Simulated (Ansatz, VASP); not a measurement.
**BAs: VASP beside Ansatz**

Wanted: the spread between two codes on one cell, functional and k mesh. The cell is taken from a series of VASP runs on this material, whose earlier steps may have relaxed, scaled or displaced it; both programs get it as it stands. Valence electrons are named where the data sets of a main pair hold unlike numbers.

Calculated with Ansatz 0.2.0; plane waves, with VASP 6.6.1 beside it; zone-centre phonons at LDA.

## 1. The structure

It takes space group F-43m (No. 216, cubic). The conventional cell has a = 4.789 Å, b = 4.789 Å, c = 4.789 Å, α = 90.00°, β = 90.00°, γ = 90.00°. Nearest to As lie 4 B at 2.07 Å. Nearest to B lie 4 As at 2.07 Å. Farther neighbours are not listed.

Coordinates:

```cif
data_structure
_symmetry_space_group_name_H-M 'P 1'
_symmetry_Int_Tables_number 1
_cell_length_a 3.3867
_cell_length_b 3.3867
_cell_length_c 3.3867
_cell_angle_alpha 60.000
_cell_angle_beta 60.000
_cell_angle_gamma 60.000
_cell_volume 27.47
loop_
_atom_site_label
_atom_site_type_symbol
_atom_site_fract_x
_atom_site_fract_y
_atom_site_fract_z
_atom_site_occupancy
As1 As 0.75000 0.75000 0.75000 1
B2 B 0.00000 0.00000 0.00000 1
```

## 2. VASP: zone-centre phonons, LDA

Second derivatives magnify differences that forces hide, and they need a tight electronic threshold.

Lines of VASP's logs that name or quote its potential files are left out, and so is its time.

Contents of INCAR:

```
SYSTEM = BAs
PREC = Accurate
ENCUT = 500
EDIFF = 1E-08
NELM = 100
ISMEAR = 0
SIGMA = 0.03
LREAL = .FALSE.
ALGO = Normal
GGA = CA
NBANDS = 10
LORBIT = 11
LWAVE = .FALSE.
LCHARG = .FALSE.
KPAR = 4
IBRION = 8
LEPSILON = .TRUE.
LPEAD = .TRUE.
ISIF = 2
```

Contents of POSCAR:

```
BAs
1.0
    0.0000000000      2.3947341337      2.3947341337
    2.3947341337      0.0000000000      2.3947341337
    2.3947341337      2.3947341337      0.0000000000
As B
1 1
Direct
    0.7500000000      0.7500000000      0.7500000000
    0.0000000000      0.0000000000      0.0000000000
```

Contents of KPOINTS:

```
Automatic mesh
0
Gamma
16 16 16
0 0 0
```

PAW data sets: As and B (LDA family, release 64).

The run is started by

```console
> mpirun -np 4 vasp_std
```

Numbers of over 12 decimals in the logs are rounded to 6 here.

What it wrote:

```text
[banner, memory and clock lines left out]
running    4 mpi-ranks, on    1 nodes
 distrk:  each k-point on    1 cores,    4 groups
 distr:  one band on    1 cores,    1 groups

 POSCAR found type information on POSCAR AsB
 POSCAR found :  2 types and       2 ions
 LDA part: xc-table for (Slater(with rela. corr.)+CA(PZ))
 , standard interpolation
 POSCAR, INCAR and KPOINTS ok, starting setup
 FFT: planning ... GRIDC
 FFT: planning ... GRID_SOFT
 FFT: planning ... GRID
 WAVECAR not read
 entering main loop
       N       E                     dE             d eps       ncg     rms          rms(c)
DAV:   1     0.106934991402E+02    0.10693E+02   -0.36926E+03  2900   0.678E+02
DAV:   2    -0.129153589587E+02   -0.23609E+02   -0.22390E+02  3982   0.105E+02
DAV:   3    -0.136203117729E+02   -0.70495E+00   -0.70348E+00  3446   0.179E+01
DAV:   4    -0.136224149342E+02   -0.21032E-02   -0.21030E-02  3522   0.109E+00
DAV:   5    -0.136224183715E+02   -0.34373E-05   -0.34373E-05  3378   0.443E-02    0.495E+00
DAV:   6    -0.130066176827E+02    0.61580E+00   -0.17211E+00  3128   0.564E+00    0.235E+00
DAV:   7    -0.129292407768E+02    0.77377E-01   -0.18771E-01  3520   0.233E+00    0.882E-01
DAV:   8    -0.129162308045E+02    0.13010E-01   -0.24021E-02  3150   0.858E-01    0.997E-02
DAV:   9    -0.129162542315E+02   -0.23427E-04   -0.72059E-04  3356   0.178E-01    0.556E-02
DAV:  10    -0.129162613398E+02   -0.71083E-05   -0.85175E-05  3136   0.555E-02    0.134E-02
DAV:  11    -0.129162627383E+02   -0.13985E-05   -0.14864E-06  3530   0.919E-03    0.121E-02
DAV:  12    -0.129162625815E+02    0.15679E-06   -0.82405E-07  3224   0.400E-03    0.274E-03
DAV:  13    -0.129162625839E+02   -0.23555E-08   -0.31299E-08  3330   0.128E-03
   1 F= -.12916263E+02 E0= -.12916263E+02  d E =-.486723E-14
 Linear response reoptimize wavefunctions to high precision
DAV:   1    -0.129162625832E+02    0.69764E-09   -0.56518E-09  3222   0.349E-04
DAV:   2    -0.129162625832E+02   -0.11880E-10   -0.13874E-10  1826   0.978E-05
 Linear response to external field (no local field effect), progress :
  Direction:   1
       N       E                     dE             d eps       ncg     rms          rms(c)
RMM:   1    -0.839351453157E+00   -0.83935E+00   -0.38773E+00  1680   0.336E+00
RMM:   2    -0.860064814157E+00   -0.20713E-01   -0.88466E-03  1740   0.468E-01
RMM:   3    -0.860096507778E+00   -0.31694E-04   -0.49031E-05  1740   0.304E-02
RMM:   4    -0.860096863422E+00   -0.35564E-06   -0.33086E-07  1737   0.262E-03
RMM:   5    -0.860096868054E+00   -0.46315E-08   -0.21416E-10  1315   0.255E-04
 change of polarisation eV/A/(eV/A) component  1 :     1.720     0.941     0.194
 dielectric tensor                  component  1 :    12.333     6.198     1.275
 Linear response to external field (no local field effect), progress :
  Direction:   2
       N       E                     dE             d eps       ncg     rms          rms(c)
RMM:   1    -0.863400580997E+00   -0.86340E+00   -0.39560E+00  1696   0.343E+00
RMM:   2    -0.884876271082E+00   -0.21476E-01   -0.98928E-03  1740   0.484E-01
RMM:   3    -0.884914530995E+00   -0.38260E-04   -0.57490E-05  1740   0.316E-02
RMM:   4    -0.884914987731E+00   -0.45674E-06   -0.40739E-07  1735   0.276E-03
RMM:   5    -0.884914992126E+00   -0.43950E-08   -0.44141E-10  1295   0.266E-04
 change of polarisation eV/A/(eV/A) component  2 :     0.941     1.770    -0.284
 dielectric tensor                  component  2 :     6.200    12.660    -1.869
 Linear response to external field (no local field effect), progress :
  Direction:   3
       N       E                     dE             d eps       ncg     rms          rms(c)
RMM:   1    -0.341091854459E+00   -0.34109E+00   -0.14937E+00  1604   0.232E+00
RMM:   2    -0.350229357292E+00   -0.91375E-02   -0.34244E-03  1740   0.319E-01
RMM:   3    -0.350247145966E+00   -0.17789E-04   -0.19727E-05  1740   0.219E-02
RMM:   4    -0.350247273058E+00   -0.12709E-06   -0.16431E-07  1730   0.193E-03
RMM:   5    -0.350247273447E+00   -0.38929E-09   -0.30513E-09  1257   0.198E-04
 change of polarisation eV/A/(eV/A) component  3 :     0.193    -0.284     0.700
 dielectric tensor                  component  3 :     1.271    -1.870     5.615
 Linear response to external field, progress :
  Direction:   1
       N       E                     dE             d eps       ncg     rms          rms(c)
RMM:   1    -0.681297853457E+00   -0.68130E+00   -0.31092E+00  7033   0.303E+00
RMM:   2    -0.698369317750E+00   -0.17071E-01   -0.73593E-03  7452   0.423E-01    0.128E+00
RMM:   3    -0.682311440651E+00    0.16058E-01   -0.66311E-03 18632   0.465E-01    0.737E-01
RMM:   4    -0.705368698322E+00   -0.23057E-01   -0.87474E-03 22657   0.552E-01    0.729E-02
RMM:   5    -0.708739288397E+00   -0.33706E-02   -0.14129E-04 19795   0.747E-02    0.896E-03
RMM:   6    -0.708864791530E+00   -0.12550E-03   -0.94941E-07 22987   0.704E-03    0.470E-03
RMM:   7    -0.708930946764E+00   -0.66155E-04   -0.15848E-07 22121   0.307E-03    0.306E-04
RMM:   8    -0.708940962354E+00   -0.10016E-04   -0.19879E-09 24080   0.246E-04    0.116E-04
RMM:   9    -0.708936718220E+00    0.42441E-05   -0.36142E-10 21403   0.100E-04    0.256E-05
RMM:  10    -0.708937202979E+00   -0.48476E-06   -0.98240E-09 16000   0.243E-05    0.369E-06
 change of polarisation eV/A/(eV/A) component  1 :     1.330     0.309     0.187
 dielectric tensor                  component  1 :     9.759     2.037     1.232
 Linear response to external field, progress :
  Direction:   2
       N       E                     dE             d eps       ncg     rms          rms(c)
RMM:   1    -0.681300388794E+00   -0.68130E+00   -0.31093E+00  7033   0.303E+00
RMM:   2    -0.698369211848E+00   -0.17069E-01   -0.73692E-03  7452   0.423E-01    0.128E+00
RMM:   3    -0.682311568417E+00    0.16058E-01   -0.66315E-03 18631   0.465E-01    0.737E-01
RMM:   4    -0.705367249063E+00   -0.23056E-01   -0.87477E-03 22656   0.552E-01    0.729E-02
RMM:   5    -0.708740399967E+00   -0.33732E-02   -0.14144E-04 19797   0.747E-02    0.896E-03
RMM:   6    -0.708864592678E+00   -0.12419E-03   -0.96639E-07 22985   0.704E-03    0.470E-03
RMM:   7    -0.708931442048E+00   -0.66849E-04   -0.16210E-07 22134   0.307E-03    0.306E-04
RMM:   8    -0.708940128987E+00   -0.86869E-05   -0.43767E-09 24071   0.246E-04    0.116E-04
RMM:   9    -0.708936258228E+00    0.38708E-05   -0.42413E-09 21409   0.100E-04    0.256E-05
RMM:  10    -0.708936107736E+00    0.15049E-06    0.37859E-09 15999   0.241E-05    0.360E-06
 change of polarisation eV/A/(eV/A) component  2 :     0.213     1.330     0.217
 dielectric tensor                  component  2 :     1.402     9.759     1.432
 Linear response to external field, progress :
  Direction:   3
       N       E                     dE             d eps       ncg     rms          rms(c)
RMM:   1    -0.681293355894E+00   -0.68129E+00   -0.31092E+00  7033   0.303E+00
RMM:   2    -0.698369494512E+00   -0.17076E-01   -0.73572E-03  7452   0.423E-01    0.128E+00
RMM:   3    -0.682311440247E+00    0.16058E-01   -0.66299E-03 18633   0.465E-01    0.737E-01
RMM:   4    -0.705368417512E+00   -0.23057E-01   -0.87463E-03 22654   0.552E-01    0.729E-02
RMM:   5    -0.708740568736E+00   -0.33722E-02   -0.14133E-04 19795   0.747E-02    0.896E-03
RMM:   6    -0.708866454855E+00   -0.12589E-03   -0.93876E-07 22983   0.704E-03    0.470E-03
RMM:   7    -0.708930570054E+00   -0.64115E-04   -0.15586E-07 22126   0.307E-03    0.306E-04
RMM:   8    -0.708939761987E+00   -0.91919E-05   -0.22047E-09 24077   0.246E-04    0.116E-04
RMM:   9    -0.708937029894E+00    0.27321E-05    0.15204E-10 21403   0.100E-04    0.256E-05
RMM:  10    -0.708937762288E+00   -0.73239E-06    0.11100E-09 15995   0.243E-05    0.360E-06
 change of polarisation eV/A/(eV/A) component  3 :     0.183     0.313     1.330
 dielectric tensor                  component  3 :     1.207     2.064     9.759
 Linear response DOF=           2
 Linear response progress:
  Degree of freedom:   1/  2
       N       E                     dE             d eps       ncg     rms          rms(c)
RMM:   1    -0.401093586892E-01   -0.40109E-01    0.32213E-02 29945   0.115E+00
RMM:   2    -0.380150774558E-01    0.20943E-02   -0.12235E-03 19728   0.216E-01    0.959E-02
RMM:   3    -0.378643506498E-01    0.15073E-03   -0.70303E-05 21145   0.271E-02    0.561E-02
RMM:   4    -0.378750713200E-01   -0.10721E-04   -0.68137E-05 20850   0.301E-02    0.314E-03
RMM:   5    -0.378671598966E-01    0.79114E-05   -0.36580E-06 21696   0.274E-03    0.816E-04
RMM:   6    -0.378640066440E-01    0.31533E-05    0.15947E-07 21554   0.497E-04    0.148E-04
RMM:   7    -0.378630843661E-01    0.92228E-06    0.22123E-07 22155   0.108E-04    0.392E-05
RMM:   8    -0.378630241525E-01    0.60214E-07    0.14855E-07 21588   0.339E-05    0.149E-05
RMM:   9    -0.378630336927E-01   -0.95402E-08    0.13476E-07 22817   0.192E-05    0.719E-07
RMM:  10    -0.378630216753E-01    0.12017E-07    0.14398E-07 16923   0.142E-05    0.272E-07
RMM:  11    -0.378630768844E-01   -0.55209E-07    0.11898E-07 14664   0.143E-05    0.944E-08
 first order change of Fermi-energy   0.68642E-04
 force on displaced ion       1 direction 1 : -16.032   0.000   0.000
 Born effective charge ion    1 direction 1 :   0.474   0.000   0.000
 Linear response progress:
  Degree of freedom:   2/  2
       N       E                     dE             d eps       ncg     rms          rms(c)
RMM:   1    -0.430396236015E-01   -0.43040E-01    0.20497E-03 29460   0.108E+00
RMM:   2    -0.402403111376E-01    0.27993E-02   -0.99789E-04 19457   0.216E-01    0.971E-02
RMM:   3    -0.402940969283E-01   -0.53786E-04   -0.84540E-05 20565   0.644E-02    0.511E-02
RMM:   4    -0.405591989974E-01   -0.26510E-03   -0.87193E-05 20143   0.593E-02    0.743E-03
RMM:   5    -0.405387410271E-01    0.20458E-04    0.19658E-06 21257   0.679E-03    0.678E-04
RMM:   6    -0.405365049037E-01    0.22361E-05    0.18293E-07 21220   0.538E-04    0.267E-04
RMM:   7    -0.405358260025E-01    0.67890E-06    0.71287E-08 21607   0.244E-04    0.470E-05
RMM:   8    -0.405359744990E-01   -0.14850E-06   -0.27142E-09 22040   0.432E-05    0.122E-05
RMM:   9    -0.405358972513E-01    0.77248E-07   -0.55551E-09 22461   0.220E-05    0.183E-06
RMM:  10    -0.405358668792E-01    0.30372E-07    0.91814E-10 20481   0.131E-05    0.354E-07
RMM:  11    -0.405359141179E-01   -0.47239E-07    0.20019E-09 14888   0.121E-05    0.680E-08
 first order change of Fermi-energy   0.18144E-03
 force on displaced ion       2 direction 1 : -16.035   0.000   0.000
 Born effective charge ion    2 direction 1 :  -0.474   0.000   0.000
 Born effective charges drift removed
 Linear response finished
```

OUTCAR, selected parts (step 2):

```text
ion  position               nearest neighbor table
   1  0.750  0.750  0.750-   2 2.07   2 2.07   2 2.07   2 2.07
   2  0.000  0.000  0.000-   1 2.07   1 2.07   1 2.07   1 2.07

  LATTYP: Found a face centered cubic cell.
 ALAT       =     4.7894682674

 Subroutine GETGRP returns: Found 24 space group operations
 (whereof 24 operations were pure point group operations)

The static configuration has the point symmetry T_d .

 Found    145 irreducible k-points:

   k-points           NKPTS =    145   k-points in BZ     NKDIM =    145   number of bands    NBANDS=     10

   dimension x,y,z NGX =    28 NGY =   28 NGZ =   28
   dimension x,y,z NGXF=    56 NGYF=   56 NGZF=   56

   ENCUT  =  500.0 eV  36.75 Ry    6.06 a.u.   6.17  6.17  6.17*2*pi/ulx,y,z

   NELECT =       8.0000    total number of electrons

 k-points in reciprocal lattice and weights: Automatic mesh
   0.00000000  0.00000000  0.00000000       0.000
   0.06250000  0.00000000  0.00000000       0.002
   0.12500000  0.00000000  0.00000000       0.002
   0.18750000  0.00000000  0.00000000       0.002
   0.25000000  0.00000000  0.00000000       0.002
   0.31250000  0.00000000  0.00000000       0.002
   0.37500000  0.00000000  0.00000000       0.002
   0.43750000  0.00000000  0.00000000       0.002
   0.50000000  0.00000000  0.00000000       0.001
[...]
-0.31250000  0.50000000  0.18750000       0.003
  -0.25000000  0.50000000  0.25000000       0.001

 average (electrostatic) potential at core
       1 -52.0763       2 -32.0505

  Total       -0.7058435     -0.7058435     -0.7058435     -0.0000000      0.0000000      0.0000000
  in kB      -41.1734354    -41.1734354    -41.1734354     -0.0000000      0.0000000      0.0000000
  external PRESSURE =     -41.1734354 kB  Pullay stress =       0.0000000 kB

  energy-cutoff  :      500.00
  volume of cell :       27.47
      direct lattice vectors                 reciprocal lattice vectors
     0.000000000  2.394734134  2.394734134    -0.208791445  0.208791445  0.208791445
     2.394734134  0.000000000  2.394734134     0.208791445 -0.208791445  0.208791445
     2.394734134  2.394734134  0.000000000     0.208791445  0.208791445 -0.208791445

 POSITION                                       TOTAL-FORCE (eV/Angst)
 -----------------------------------------------------------------------------------
      3.59210      3.59210      3.59210        -0.000000     -0.000000     -0.000000
      0.00000      0.00000      0.00000         0.000000      0.000000      0.000000
 -----------------------------------------------------------------------------------
    total drift:                                0.000000      0.000000      0.000000

 MACROSCOPIC STATIC DIELECTRIC TENSOR (including local field effects in DFT)
 ------------------------------------------------------
           9.759324     0.000000    -0.000000
          -0.000000     9.759324    -0.000000
           0.000000     0.000000     9.759324
 ------------------------------------------------------

 PIEZOELECTRIC TENSOR (including local field effects)  for field in x, y, z        (C/m^2)
          XX          YY          ZZ          XY          YZ          ZX
  --------------------------------------------------------------------------------
  x    -0.00000     0.00000     0.00000     0.00000    -0.07599     0.00000
  y    -0.00000     0.00000    -0.00000     0.00000     0.00000    -0.07599
  z    -0.00000    -0.00000    -0.00000    -0.07599     0.00000     0.00000

 BORN EFFECTIVE CHARGES (including local field effects) (in |e|, cummulative output)
 ---------------------------------------------------------------------------------
 ion    1
    1     0.47220     0.00000     0.00000
    2     0.00000     0.47220     0.00000
    3     0.00000     0.00000     0.47220
 ion    2
    1    -0.47220     0.00000     0.00000
    2     0.00000    -0.47220     0.00000
    3     0.00000     0.00000    -0.47220

 Eigenvectors and eigenvalues of the dynamical matrix
 ----------------------------------------------------

   1 f  =   20.366564 THz   127.966897 2PiTHz  679.355457 cm-1    84.229304 meV
             X         Y         Z           dx          dy          dz
      3.592101  3.592101  3.592101    -0.078503   -0.346288    0.000000
      0.000000  0.000000  0.000000     0.206682    0.911704    0.000000

   2 f  =   20.366564 THz   127.966897 2PiTHz  679.355457 cm-1    84.229304 meV
             X         Y         Z           dx          dy          dz
      3.592101  3.592101  3.592101     0.000000    0.000000   -0.355075
      0.000000  0.000000  0.000000     0.000000   -0.000000    0.934838

   3 f  =   20.366564 THz   127.966897 2PiTHz  679.355457 cm-1    84.229304 meV
             X         Y         Z           dx          dy          dz
      3.592101  3.592101  3.592101    -0.346288    0.078503   -0.000000
      0.000000  0.000000  0.000000     0.911704   -0.206682   -0.000000

   4 f/i=    0.000700 THz     0.004401 2PiTHz    0.023364 cm-1     0.002897 meV
             X         Y         Z           dx          dy          dz
      3.592101  3.592101  3.592101     0.003388    0.203922    0.912319
      0.000000  0.000000  0.000000     0.001287    0.077454    0.346521

   5 f/i=    0.000700 THz     0.004401 2PiTHz    0.023364 cm-1     0.002897 meV
             X         Y         Z           dx          dy          dz
      3.592101  3.592101  3.592101     0.024258    0.911999   -0.203940
      0.000000  0.000000  0.000000     0.009214    0.346400   -0.077461

   6 f/i=    0.000700 THz     0.004401 2PiTHz    0.023364 cm-1     0.002897 meV
             X         Y         Z           dx          dy          dz
      3.592101  3.592101  3.592101    -0.934517    0.024412   -0.001986
      0.000000  0.000000  0.000000    -0.354953    0.009272   -0.000754

 MACROSCOPIC STATIC DIELECTRIC TENSOR IONIC CONTRIBUTION
 ------------------------------------------------------
           0.091621     0.000000     0.000000
           0.000000     0.091621     0.000000
           0.000000     0.000000     0.091621
 ------------------------------------------------------

 ELASTIC MODULI CONTR FROM IONIC RELAXATION (kBar)
 Direction    XX          YY          ZZ          XY          YZ          ZX
 --------------------------------------------------------------------------------
 XX          -0.0000      0.0000      0.0000      0.0000     -0.0000     -0.0000
 YY           0.0000     -0.0000     -0.0000      0.0000      0.0000     -0.0000
 ZZ           0.0000     -0.0000     -0.0000     -0.0000      0.0000     -0.0000
 XY           0.0000      0.0000     -0.0000   -142.7056      0.0000      0.0000
 YZ          -0.0000      0.0000      0.0000      0.0000   -142.7056      0.0000
 ZX          -0.0000     -0.0000     -0.0000      0.0000      0.0000   -142.7056
 --------------------------------------------------------------------------------

 PIEZOELECTRIC TENSOR IONIC CONTR  for field in x, y, z        (C/m^2)
          XX          YY          ZZ          XY          YZ          ZX
  --------------------------------------------------------------------------------
  x     0.00000    -0.00000    -0.00000     0.00000     0.10759     0.00000
  y     0.00000     0.00000     0.00000     0.00000     0.00000     0.10759
  z    -0.00000    -0.00000     0.00000     0.10759     0.00000     0.00000
```

The gap is read on the k-mesh alone, so it is an upper bound where the band edges lie off the mesh. Energies printed during the response cycles are not total energies of the cell.

[end of part 1 of 2]

[Lines on the potential files, build, host, timing and source positions are cut from VASP's logs without a mark.]

[Logs are printed without paths, hosts, clocks, repeated set-up lines and the standing remarks that a program may print on its own settings, such as how far it seeks lower states.]

[Hosts, paths, dates, database ids (printed as entryN), source tags and the programs' standing remarks are cut or masked in the printed files.]
